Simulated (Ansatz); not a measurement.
The system is FeO (Wuestite).

```
Fe O
1.0
     0.00000    2.15540    2.15540
     2.15540    0.00000    2.15540
     2.15540    2.15540    0.00000
Fe O
1 1
Direct
  0.00000 0.00000 0.00000
  0.50000 0.50000 0.50000
```

Base run:

```yaml
Program: Ansatz 0.2.0
Functional: LDA
Potentials_or_basis: Ansatz PAW
Cutoff: "420 eV (not typed: the program's choice for these potentials)"
k_mesh: 11 × 11 × 11
Occupations: fermi-dirac, width 0.05 eV
Spin: collinear spin, ferromagnetic start
Starting_moments: "[3.0, 0.0] μB"
```

Its results: band gap on the k mesh none (metal or under the smearing width); pressure -15.6 GPa; net moment 4.00 μB per cell; site moments Fe +3.42; O +0.34 μB.

Question: The run is repeated on the same cell with these changes: functional from LDA to PBEsol. What comes out?

Answer: Band gap on the k mesh none (metal or under the smearing width); pressure -8.5 GPa; net moment 4.00 μB per cell; site moments Fe +3.44; O +0.33 μB.

PBEsol binds less tightly than LDA, so the same cell stands under more pressure.

Caveats: a cell with one magnetic atom can't hold antiferromagnetic order, which such compounds often take; semilocal functionals often make such compounds metallic where correlation or magnetic order opens a gap, which also shifts bond lengths; the PAW data sets come from PBE, with cores solved anew for the run's functional, which leaves a small shift of forces and pressure; so large a pressure means that the cell lies far from this level's equilibrium, or that cutoff or potentials fall short (some runs).
